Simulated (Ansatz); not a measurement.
**⁶⁹Ga nuclear quadrupole resonance in GaS**

Cell: a structure deposited in the COD whose atoms were relaxed with PBE, the cell held.

```cif
data_GaS
_symmetry_space_group_name_H-M 'P6_3/mmc'
_symmetry_Int_Tables_number 194
_cell_length_a 3.5850
_cell_length_b 3.5850
_cell_length_c 15.5000
_cell_angle_alpha 90.000
_cell_angle_beta 90.000
_cell_angle_gamma 120.000
loop_
_atom_site_label
_atom_site_type_symbol
_atom_site_symmetry_multiplicity
_atom_site_Wyckoff_symbol
_atom_site_fract_x
_atom_site_fract_y
_atom_site_fract_z
Ga Ga 4 f 0.3333 0.6667 0.1710
S S 4 f 0.3333 0.6667 0.6008
```

One atom of each set is listed.

Level of theory: DFT, PBEsol, plane waves and PAW, scalar-relativistic, 420 eV cutoff, Γ-centred 14×14×3 k-points, Fermi–Dirac smearing 0.02 eV (Ansatz 0.2.0).

⁶⁹Ga: I = 3/2, Q = 171.0 mb (year-2017 value). Static lattice, zero field.

Q: At which frequencies do the ⁶⁹Ga NQR lines lie?

A: For I = 3/2 there is one line, ν = (|C_Q|/2)(1 + η²/3)^½.

```json
{"site": "Ga", "atoms": "4", "V_zz (10²¹ V/m²)": "-7.66", "C_Q (MHz)": "-31.7", "η": "0.00", "line frequencies (MHz)": "15.8"}
```

Q: And for Ga-71 (I = 3/2, Q = 107.0 mb) on Ga?

A: C_Q scales with Q to -19.8 MHz, with lines at 9.91 MHz.

An axis of threefold or higher order runs through Ga, so V_zz lies along it and η is zero.
